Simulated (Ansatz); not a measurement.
**Crystal structures of tungsten under PBE**

Level of theory: Ansatz 0.2.0, DFT, PBE, plane waves (420 eV) with PAW, scalar-relativistic.

Each structure is relaxed within its own symmetry, so a high-lying one may be dynamically unstable.

```csv
structure,ΔE (meV/atom),V (Å³/atom),cell,magnetic state
bcc,0,16.14,a = 3.184 Å,spin not included
beta-W (A15),92,16.37,a = 5.078 Å,spin not included
dhcp,483,16.50,"a = 2.786 Å, c = 9.817 Å (c/a = 3.523)",spin not included
fcc,485,16.46,a = 4.038 Å,spin not included
hcp,503,16.53,"a = 2.777 Å, c = 4.948 Å (c/a = 1.782)",spin not included
omega (AlB2-type),545,16.55,"a = 4.687 Å, c = 2.610 Å (c/a = 0.557)",spin not included
simple cubic,1442,18.35,a = 2.638 Å,spin not included
diamond,2656,24.80,a = 5.832 Å,spin not included
```

ΔE counts from bcc.

Differences under about 8 meV lie within the error of the k-point mesh.
